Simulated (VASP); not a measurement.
The system is TiO.

```xyz
6
Lattice="4.0867 0.0000 0.0000 0.0000 4.0867 0.0000 0.0000 0.0000 4.0867" Properties=species:S:1:pos:R:3 pbc="T T T"
Ti    2.0433    2.0433    0.0000
Ti    0.0000    2.0433    2.0433
Ti    2.0433    0.0000    2.0433
O     0.0000    2.0433    0.0000
O     2.0433    0.0000    0.0000
O     0.0000    0.0000    2.0433
```

The cell comes from a database or a generator and needn't be the stable form of this composition.

| Item | Value |
| --- | --- |
| Program | VASP 6.6.1 |
| Task | relaxation of cell and atoms |
| Functional | LDA |
| Potentials or basis | VASP PAW LDA potentials, release 64 (Ti_sv, O) |
| Cutoff | 600 eV |
| k mesh | 10 × 10 × 10 |
| Occupations | gaussian, width 0.1 eV |
| Spin | no spin polarisation |

At the start: pressure -13.5 GPa; volume 11.38 Å³/atom.

**Question.** How do energy, volume and symmetry change on relaxing?

**Answer.** Over 4 steps the energy falls by 31.4 meV/atom and the volume is 10.67 Å³/atom (-6.2 %); space group Pm-3m (No. 221, to 0.05 Å).

Step by step:
```tsv
step	energy change (eV)	largest force (eV/Å)	pressure (GPa)	volume (Å³)
1	0.0000	0.0000	-13.46	68.25
2	0.1172	0.0000	22.01	59.24
3	-0.1886	0.0000	-0.28	64.08
4	-0.1886	0.0000	0.04	64.00
```

Final structure:
```
Ti O
1.0
     3.99994    0.00000    0.00000
     0.00000    3.99994    0.00000
     0.00000    0.00000    3.99994
Ti O
3 3
Direct
  0.50000 0.50000 0.00000
  0.00000 0.50000 0.50000
  0.50000 0.00000 0.50000
  0.00000 0.50000 0.00000
  0.50000 0.00000 0.00000
  0.00000 0.00000 0.50000
```
